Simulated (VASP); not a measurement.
Wanted: the native input for a VASP 6.6.1 run.

| Quantity | Value |
| --- | --- |
| Task | relaxation of cell and atoms |
| Functional | PBEsol |
| Potentials or basis | VASP PAW PBE potentials, release 64 (Mo_sv) |
| Cutoff | 600 eV |
| k mesh | 16 × 16 × 16 |
| Occupations | methfessel-paxton, width 0.1 eV |
| Spin | no spin polarisation |
| Further INCAR settings | ALGO = Normal; EDIFF = 1e-07; IBRION = 2; EDIFFG = -0.005; NSW = 90; ISIF = 3 |

The structure of Mo lies in POSCAR:

```
Mo                                      
1.0
   -1.5654746322      1.5654746322      1.5654746322
    1.5654746322     -1.5654746322      1.5654746322
    1.5654746322      1.5654746322     -1.5654746322
  Mo            
     1
Direct
     0.0000000000000000    0.0000000000000000    0.0000000000000000
```

These files were run (other wordings do the same):

INCAR

```
SYSTEM = Mo
  ALGO = Normal
  EDIFF = 1E-7
  EDIFFG = -0.005
  ENCUT = 600
  GGA = PS
  IBRION = 2
  ISIF = 3
  ISMEAR = 1
  LASPH = .True.
  LCHARG = .False.
  LREAL = .False.
  LWAVE = .False.
  NELM = 80
  NSW = 90
  PREC = Accurate
  SIGMA = 0.1
```

KPOINTS

```
k-points
0
Gamma
  16 16 16
  0 0 0
```

Potentials or basis: VASP PAW PBE potentials, release 64 (Mo_sv).

Launch:

```bash
$ cat potpaw_PBE.64/Mo_sv/POTCAR > POTCAR
$ mpirun -np 1 vasp_std > vasp.out
```

Results of the run:

| Property | Result |
| --- | --- |
| Relaxed volume | 15.34 Å³/atom |
| Relaxed cell | a = 2.711 Å, b = 2.711 Å, c = 2.711 Å, α = 109.47°, β = 109.47°, γ = 109.47° |
| Space group after relaxing (to 0.05 Å) | Im-3m (No. 229) |
| Energy gained by relaxing | 0.0 meV/atom |
| Ionic steps | 3 |
| Pressure after relaxing | 0.0 GPa |
| Band gap on the k mesh | none (metal or under the smearing width) |

Caveat: the PAW data sets were made with another functional, which shifts forces and pressure a little.

Wall time 15 s on 1 thread of Intel(R) Xeon(R) 6975P-C (Granite Rapids), with other jobs on the host, peak memory 0.16 GiB.
